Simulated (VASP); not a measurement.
# HfO₂: convergence, relaxation of the atoms

HfO₂, P1 (no. 1), 3 atoms in the cell. AM05; PAW potentials Hf_pv, O (PBE set). VASP 6.6.1.

Wanted: energy within 2 meV/atom; shortest distances from each atom, periodic images included within 0.005 Å.

What the run is for: geometry; Accuracy asked: standard.

POSCAR:
```
HfO2
1.0
    0.0000000000      2.5575000000      2.5575000000
    2.5575000000      0.0000000000      2.5575000000
    2.5575000000      2.5575000000      0.0000000000
Hf O
1 2
Direct
    0.0011820000      0.0118980000     -0.0116700000
    0.7361640000      0.7815100000      0.7580330000
    0.2406630000      0.2598480000      0.2563770000
```

The series start from Plane-wave cutoff (eV): 520; k-point mesh: 5 × 5 × 5; Ionic threshold (EDIFFG): -0.01; Electronic threshold (eV): 1e-6; Precision mode (PREC): Accurate; Relaxation algorithm: IBRION=2; Electronic steps between moves: NELMIN=4 ALGO=Normal. Each series keeps the choices made before it, and each single choice may use up half of a tolerance.

## Plane-wave cutoff (eV)

| Plane-wave cutoff (eV) | Energy less reference (meV/atom) | Shortest distances from each atom, periodic images included, largest deviation (Å) | SCF iterations | Time (s) |
|---|---|---|---|---|
| 360 | -14.6 | 0.0001 | 50 | 35 |
| 400 | -9.2 | 0.0001 | 50 | 37 |
| 460 | 0.4 | 0.0000 | 50 | 57 |
| 520 | 2.5 | 0.0000 | 50 | 64 |
| 640 (reference) | 0.0 | 0.0000 | 50 | 74 |

Chosen: 640; the next looser run is off by more than half of the tolerance, so convergence isn't shown beyond this value.

## k-point mesh

| k-point mesh | Energy less reference (meV/atom) | Shortest distances from each atom, periodic images included, largest deviation (Å) | SCF iterations | Time (s) |
|---|---|---|---|---|
| 3 × 3 × 3 | 3.3 | 0.0002 | 51 | 42 |
| 4 × 4 × 4 | 0.3 | 0.0000 | 50 | 55 |
| 5 × 5 × 5 | 0.0 | 0.0000 | 50 | 74 |
| 6 × 6 × 6 | 0.0 | 0.0000 | 50 | 106 |
| 8 × 8 × 8 (reference) | 0.0 | 0.0000 | 50 | 222 |

Chosen: 4 × 4 × 4, the loosest value from which every tighter one stays within half of the tolerance.

## Ionic threshold (EDIFFG)

| Ionic threshold (EDIFFG) | Energy less reference (meV/atom) | Shortest distances from each atom, periodic images included, largest deviation (Å) | SCF iterations | Time (s) |
|---|---|---|---|---|
| -0.1 | 0.1 | 0.0056 | 37 | 43 |
| -0.05 | 0.0 | 0.0010 | 46 | 59 |
| -0.02 | 0.0 | 0.0010 | 46 | 48 |
| -0.01 | 0.0 | 0.0002 | 50 | 55 |
| -0.005 | 0.0 | 0.0002 | 50 | 55 |
| -0.002 (reference) | 0.0 | 0.0000 | 58 | 61 |

Chosen: -0.05.

## Electronic threshold (eV)

| Electronic threshold (eV) | Energy less reference (meV/atom) | Shortest distances from each atom, periodic images included, largest deviation (Å) | SCF iterations | Time (s) |
|---|---|---|---|---|
| 0.0001 | 0.1 | 0.0073 | 28 | 28 |
| 1e-5 | 0.1 | 0.0067 | 33 | 34 |
| 1e-6 | 0.0 | 0.0001 | 46 | 59 |
| 1e-7 (reference) | 0.0 | 0.0000 | 55 | 54 |

Chosen: 1e-6.

## Precision mode (PREC)

| Precision mode (PREC) | Energy less reference (meV/atom) | Shortest distances from each atom, periodic images included, largest deviation (Å) | SCF iterations | Time (s) |
|---|---|---|---|---|
| Normal | 0.0 | 0.0001 | 46 | 27 |
| Accurate (reference) | 0.0 | 0.0000 | 46 | 59 |

Chosen: Normal.

## Relaxation algorithm

| Relaxation algorithm | Energy less reference (meV/atom) | Shortest distances from each atom, periodic images included, largest deviation (Å) | SCF iterations | Time (s) |
|---|---|---|---|---|
| IBRION=2 | 0.0 | 0.0000 | 46 | 27 |
| IBRION=2 POTIM=0.2 | 0.0 | 0.0008 | 56 | 31 |
| IBRION=2 POTIM=0.8 | 0.0 | 0.0014 | 49 | 31 |
| IBRION=1 | 0.1 | 0.0106 | 32 | 18 |
| IBRION=1 POTIM=0.2 | 0.1 | 0.0093 | 37 | 21 |
| IBRION=1 POTIM=0.3 NFREE=6 | 0.0 | 0.0014 | 38 | 21 |
| IBRION=3 POTIM=0.2 SMASS=0.4 | 0.1 | 0.0080 | 68 | 40 |
| IBRION=3 POTIM=0.3 | 0.0 | 0.0008 | 49 | 29 |

Chosen: IBRION=1 POTIM=0.3 NFREE=6; it saves 5.8 s of 27, so IBRION=2 would do nearly as well.

## Electronic steps between moves

| Electronic steps between moves | Energy less reference (meV/atom) | Shortest distances from each atom, periodic images included, largest deviation (Å) | SCF iterations | Time (s) |
|---|---|---|---|---|
| NELMIN=4 ALGO=Normal | 0.0 | 0.0000 | 38 | 21 |
| ALGO=Normal | 0.0 | 0.0000 | 38 | 22 |
| NELMIN=4 MAXMIX=40 ALGO=Normal | 0.0 | 0.0010 | 36 | 23 |
| NELMIN=4 ALGO=Fast | 0.0 | 0.0015 | 48 | 29 |
| NELMIN=4 MAXMIX=40 ALGO=Fast | 0.0 | 0.0003 | 51 | 31 |

Chosen: NELMIN=4 ALGO=Normal; no other choice that stays within half of the tolerance saves 30 % of the time.

## All choices together

| Input | Energy less reference (meV/atom) | Shortest distances from each atom, periodic images included, largest deviation (Å) | Time (s) |
|---|---|---|---|
| the program's defaults (naive) | -10.1 | 0.0008 | 14 |
| chosen settings | 0.3 | 0.0024 | 21 |
| reference settings throughout | 0.0 | 0.0000 | 264 |

The chosen settings stay within the tolerance of the reference run, but the reference itself isn't shown to be converged in: Plane-wave cutoff (eV).

## The input

INCAR:
```
GGA = AM
ISMEAR = 0
SIGMA = 0.03
LWAVE = F
LCHARG = F
ISIF = 2
NSW = 120
PREC = Normal
LASPH = T
LREAL = F
ALGO = Normal
EDIFF = 1E-6
NELM = 120
GGA_COMPAT = F
IBRION = 1
EDIFFG = -0.05
NELMIN = 4
ENCUT = 640
EFERMI = MIDGAP
KPAR = 4
POTIM = 0.3
NFREE = 6
```

KPOINTS:
```
Automatic mesh
0
Gamma
  4 4 4
  0 0 0
```

Commands:
```
cat potpaw_PBE.64/Hf_pv/POTCAR potpaw_PBE.64/O/POTCAR > POTCAR
mpirun -np 4 vasp_std > vasp.out
```

The chosen input took VASP 6.6.1 21 s on 4 cores (Intel Xeon Platinum 8259CL @ 2.50GHz (Skylake/Cascade Lake)), a shared host.

## An input that fails: force threshold below the noise of the forces

It gives no converged result.

Changes against the starting input:
```
- NSW = 120
- PREC = Accurate
- EDIFF = 1e-06
- NELM = 120
- EDIFFG = -0.01
- NELMIN = 4
+ NSW = 30
+ PREC = Low
+ EDIFF = 0.001
+ NELM = 95
+ EDIFFG = -0.0001
```
